The last row looks wrong. Seven calculations on the same tantalum crystal give a pressure of 2.06 or 2.07 GPa, and the eighth, with a smearing width of 0.05 eV, gives 2.16 GPa. Neither the atoms, the cell nor the basis has changed. The smearing width is a purely numerical setting, so a pressure that depends on it is not yet a property of tantalum alone.

Ansatz 0.2.0, all-electron LAPW calculations with PBE, scalar-relativistic without spin-orbit coupling or spin polarisation, for body-centred cubic tantalum at a fixed 18.01 Å³ per atom. All rows use an 11 × 11 × 11 k-point mesh, Gaussian smearing and a plane-wave cutoff of 261.7 eV (target basis error 1 meV per atom). Pressure is positive in compression.

```
smearing width  pressure (GPa)
      0.012 eV           2.070
      0.013 eV           2.070
      0.014 eV           2.070
      0.021 eV           2.060
      0.022 eV           2.060
      0.023 eV           2.060
      0.026 eV           2.060
       0.05 eV           2.160
```

The size of the effect is worth remembering: a numerical width can move the pressure of a metal by a tenth of a GPa while the total energy, printed to a thousandth of an eV, changes by at most one unit in its last digit. Tantalum has a bulk modulus of roughly 200 GPa (a rough recalled figure), so a tenth of a GPa corresponds to about 0.05 % in volume. That hardly matters for a lattice constant. It does matter when small pressure differences are the result that is wanted.

The step from 2.07 to 2.06 GPa in the upper part of the table needs no physical cause. Before rounding, the seven pressures up to a width of 0.026 eV lie within about 0.001 GPa of each other, on either side of the value where the second decimal flips. The table therefore holds a flat stretch and one jump of 0.098 GPa. No width between 0.026 and 0.05 eV was calculated, but the unrounded pressure has already turned upward, from 2.0643 GPa at 0.023 eV to 2.0646 GPa at 0.026 eV, so the rise is expected to be a smooth climb that starts at the end of the flat stretch. It is tempting to take the flat stretch as the converged part and the jump as the error, but the reason for the flatness speaks against that reading.

In a real metal the electron levels form a continuum, and the Fermi energy cuts through it. A calculation samples this continuum at a finite number of wave vectors, the k-points, here 11 × 11 × 11 = 1331. What it sees near the Fermi energy is a ladder of separate levels with gaps between them. Smearing replaces the sharp edge between filled and empty levels by a gradual one, so that levels within a few widths of the Fermi energy are partly filled. It imitates a continuum only if the width is large enough to bridge the gaps in the ladder.

If the width is too small for that, only the levels closest to the Fermi energy take part. They cannot be simply full or empty. Of the 73 electrons of each tantalum atom, the calculation places 37 in band states and the rest in the core. The band states hold two electrons each, so the whole mesh needs 37 × 1331/2 = 24623.5 filled states. The odd half has to sit in a partly filled level, however narrow the smearing. Symmetry then spreads this partial filling evenly over all k-points that are equivalent to each other, up to 48 of them in this cubic crystal.

Suppose that one such set of N equivalent k-points, with its level at energy ε, is the only one partly filled. Every other level is full or empty, so the electron count fixes the filling of this set. With Gaussian smearing the filling depends only on how many widths σ the Fermi energy μ lies above the level. That number, called x here, must then stay constant:

μ = ε + xσ

The Fermi energy should follow a straight line as the width grows, with slope x: upward if the set is more than half full, downward if it is less. The entropy term TS, the amount by which smearing lowers the free energy below the internal energy, follows from the same picture:

TS = σ · (2N/1331) · exp(−x²)/(2√π)

It grows as the first power of the width. In a continuum it would grow as the second power, because a wider edge both catches more levels and gives each of them a larger contribution.

The calculated values follow the picture of few levels. Between widths of 0.012 and 0.026 eV the entropy term grows as the power 1.08 of the width, close to one and far from two. The number of k-points involved can be estimated as well. From 0.012 to 0.014 eV the Fermi energy rises by 1.325 eV per eV of width, which gives x. At 0.012 eV the entropy term divided by the width is 0.003534. Solving the second equation for N gives

N = 1331 · √π · exp(x²) · TS/σ = 1331 × 1.77 × 5.79 × 0.003534 ≈ 48

This is the size of one full set of equivalent k-points. The electron count offers a second test: x = 1.325 means a level about 97 % full, so 48 points leave about one and a half states empty, a half-integer as the count demands. The close agreement should not be pressed, because a single isolated set would keep the ratio of entropy term to width constant, and that ratio creeps up by 4 % to 0.023 eV and by 6 % to 0.026 eV, where new levels begin to contribute. The slope drifts too: over the whole flat stretch it is 1.348, which would give a somewhat larger number. More than one set must therefore take part, and the number found may be the sum of several sets whose levels lie close together. What the estimate supports is that roughly fifty of the 1331 k-points carry most of the partial filling.

The flat pressure now has a simple explanation. Pressure measures how the energy responds to a change of volume, and this response depends on which states the electrons occupy. While the width grows from 0.012 to 0.026 eV, the Fermi energy moves along with it and the fillings hardly change. The same states give the same electron density, and the same density gives the same pressure. The calculation is insensitive to the width because the width has almost nothing to act on.

At 0.05 eV this arrangement breaks down. The Fermi energy has risen only about half as fast as before, and the entropy term has grown as the power 2.9 of the width since 0.026 eV. Growth faster than in a continuum is the mark of levels that were out of reach and are now being caught by the smeared edge. The electron density has changed too: the kinetic energy is higher by 0.063 eV than at 0.026 eV, and the electrostatic energy is lower by the same amount.

That the total energy barely notices, while the pressure does, follows from where the exchange takes place. Electrons move between levels that lie close to the Fermi energy and hence close to each other, so the move costs almost no energy. But these levels need not respond alike to compression. In a transition metal some states near the Fermi energy bind neighbouring atoms more strongly than others, and their energies shift differently when the atoms approach. A small transfer between them can change the slope of the energy with volume while leaving the energy itself nearly untouched. This is the likely cause of the jump. The totals show part of what happened. The slowing of the Fermi energy means that the new levels lie above it and take electrons, since levels joining from below would share the empty states and speed it up. By the virial theorem, a gain in kinetic energy paid for by an equal fall in electrostatic energy is expected to raise the pressure, as found. Only the direction is confirmed: the simple, non-relativistic form of the theorem would give a rise of about 0.19 GPa, nearly twice the calculated one, and it is not exact for an atom as heavy as tantalum. The bonding character of the new levels is not revealed by the totals.

A comparison of sizes supports the view that the coarse ladder is to blame. In a continuum, smearing would change the pressure by an amount of the order of the entropy term divided by the cell volume, since the term itself varies only moderately with volume. At 0.05 eV this ratio is 0.006 GPa, and the jump is about 17 times larger. The entropy term of the coarse mesh stands in for that of a continuum here, so only the order of magnitude counts. Smearing a continuous band would hardly have moved the pressure, whereas rearranging the fillings of a few separate levels can.

The same reasoning limits a common correction. To recover the energy at zero width, one often takes the internal energy and subtracts half the entropy term. This is right when the term grows as the square of the width. On the flat stretch it does not: the fillings are nearly fixed, the internal energy is already very close to that of zero width on this mesh, and the correction mainly adds an error. The harm is slight, since half the entropy term is 0.05 meV at 0.026 eV and 0.33 meV at 0.05 eV, both below the basis error of 1 meV per atom. The correction applies to the energy, however, and does not mend the pressure.

Neither 2.06 nor 2.16 GPa can therefore be called the converged pressure. The narrow widths give a stable answer for one particular filling of a coarse ladder. The wide one averages over more levels, but nothing here shows that its entropy term has reached the square law. Both values agree that the cell is somewhat compressed relative to its equilibrium at this level of theory. Spin-orbit coupling, which is left out here, is sizeable in tantalum and would shift the levels near the Fermi energy, and with them the width at which new ones join.

For a neighbouring case the picture gives a usable rule. A denser mesh puts the levels closer together, so a smaller width suffices to bridge them, and the square law should set in earlier. The entropy term is thus a better witness than the pressure: if doubling the width roughly doubles it, the mesh is too coarse for that width, however steady the pressure looks. If the square law holds over a whole range of widths, so that each doubling makes the term about four times as large, the smearing is acting on something like a continuum. A single factor of four proves little, because a growth that passes from the first power to nearly the third, as here, must cross the second on the way. A pressure that then also stays put when the mesh is refined can be trusted as far as the sampling is concerned.
